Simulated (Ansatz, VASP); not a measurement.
## One calculation of Pt, two programs

INCAR

```
ALGO     = Normal         # electronic algorithm
EDIFF    = 1E-6           # SCF threshold, eV
ENCUT    = 520            # plane-wave cutoff, eV
GGA      = PE             # functional
ISIF     = 2              # what is computed and relaxed
ISMEAR   = -1             # smearing method
LASPH    = True           # aspherical terms in the spheres
LCHARG   = False          # write CHGCAR
LREAL    = False          # projectors in reciprocal space
LWAVE    = False          # write WAVECAR
NBANDS   = 11             # bands
NELM     = 80             # most SCF steps
PREC     = Accurate       # precision mode
SIGMA    = 0.05           # smearing width, eV
```

The input KPOINTS:

```
k-points
0
Gamma
  16 16 16
```

POSCAR

```
Pt
1.0
    2.5148745657      0.0000000000      0.0000000000
    0.0000000000      2.5148745657      0.0000000000
    0.0000000000      0.0000000000      2.5148745657
Pt
1
Direct
    0.0000000000      0.0000000000      0.0000000000
```

Input for Ansatz:

```yaml
crystal:
  lattice:
    - [2.5148745657, 0.0, 0.0]
    - [0.0, 2.5148745657, 0.0]
    - [0.0, 0.0, 2.5148745657]
  atoms:
    - { symbol: Pt, position: [0.0, 0.0, 0.0] }
kpoints:
  mp_grid: { grid: [16, 16, 16] }
scf:
  occupations: { method: fermi_dirac, width: 0.05 }
hamiltonian:
  xc: pbe
  pseudopotentials: { kind: paw, source: ansatz }
output:
  forces: true
  stress: true
  eigenvalues: true
```

Change from the starting cell: volume scaled by 0.88, PAW files, source ansatz.

Alike in both runs: task single point; functional PBE; k mesh 16 × 16 × 16; occupations fermi-dirac, width 0.05 eV; no spin polarisation.

|  | VASP | Ansatz |
| --- | --- | --- |
| version | VASP 6.6.1 | Ansatz 0.2.0 |
| potentials or method | VASP PAW PBE potentials, release 64 (Pt) | PAW with other files of Ansatz's library (source ansatz), scalar-relativistic |
| plane-wave cutoff (eV) | 520 | 570 |
| valence electrons in the cell | 10 | 18 |

VASP gave:

| Item | Value |
| --- | --- |
| pressure (GPa) | 32.7 |

Question: Which values does Ansatz return?

Answer: Pressure (GPa): 33.6.

The two sets of potentials don't hold the same shells in valence.

Caveats: so large a pressure means that the cell lies far from this level's equilibrium, or that cutoff or potentials fall short (VASP). Spin-orbit coupling is left out, which matters for the levels of Pt.
